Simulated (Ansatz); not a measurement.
# C: the cost of one run

Method: DFT r2SCAN, scalar-relativistic, plane waves, PAW, in Ansatz 0.2.0.

**1. Starting point**

It takes space group Fd-3m (No. 227, cubic). The conventional cell has a = 3.567 Å, b = 3.567 Å, c = 3.567 Å, α = 90.00°, β = 90.00°, γ = 90.00°. C (site symmetry -43m) is surrounded by 4 C at 1.54 Å.

Structure file:

```cif
data_structure
_symmetry_space_group_name_H-M 'Fd-3m:1'
_symmetry_Int_Tables_number 227
_cell_length_a 3.5668
_cell_length_b 3.5668
_cell_length_c 3.5668
_cell_angle_alpha 90.000
_cell_angle_beta 90.000
_cell_angle_gamma 90.000
_cell_volume 45.38
loop_
_atom_site_label
_atom_site_type_symbol
_atom_site_symmetry_multiplicity
_atom_site_Wyckoff_symbol
_atom_site_fract_x
_atom_site_fract_y
_atom_site_fract_z
_atom_site_occupancy
C1 C 8 b 0.00000 0.00000 0.50000 1
```

The cell is taken as given, not relaxed at this level.

**2. Zero of energy**

The cell is repeated 2 times, 4 atoms in all. Reference values: F = -1006.2221 eV; pressure -2.44 GPa; largest force 0.000 eV/Å; gap on the mesh 4.38 eV. It was computed beforehand with the settings of the runs below.

**3. The scan: freezing in a mode**

Mode 10 of the phonon run on this cell, counted from the lowest, is frozen in: each atom moves by x times its row below, so x is the largest displacement.

```
atom      ux      uy      uz
  C1   0.577   0.577   0.577
  C2   0.577   0.577   0.577
  C3  -0.577  -0.577  -0.577
  C4  -0.577  -0.577  -0.577
```

**4. x = -0.200 Å**

Input file input.yaml:

```yaml
crystal:
  lattice:
    - [0.0, -1.7834, -1.7834]
    - [-1.7834, 0.0, -1.7834]
    - [1.7834, 1.7834, -3.5668]
  atoms:
    - { symbol: C, position: [0.7985603568, 0.7985603568, 0.7338132144] }
    - { symbol: C, position: [0.2985603568, 0.2985603568, 0.2338132144] }
    - { symbol: C, position: [0.3264396432, 0.3264396432, 0.8911867856] }
    - { symbol: C, position: [0.8264396432, 0.8264396432, 0.3911867856] }
basis:
  ecutwfc: 500
kpoints:
  mp_grid: { grid: [12, 12, 10] }
hamiltonian:
  xc: r2scan
scf:
  occupations: { method: gaussian, width: 0.05 }
output:
  forces: true
  stress: true
  eigenvalues: true
```

Run with:

```bash
ansatz run input.yaml --threads 2 --pin off --max-ram 5120MiB --backend cpu --events-out ev --progress --plain --runs-dir out
```

**Question.** How long does this run take on 2 threads of Arm Neoverse V1, shared host, and how much memory does it need?

About 7 s, with a peak of 0.44 GiB.
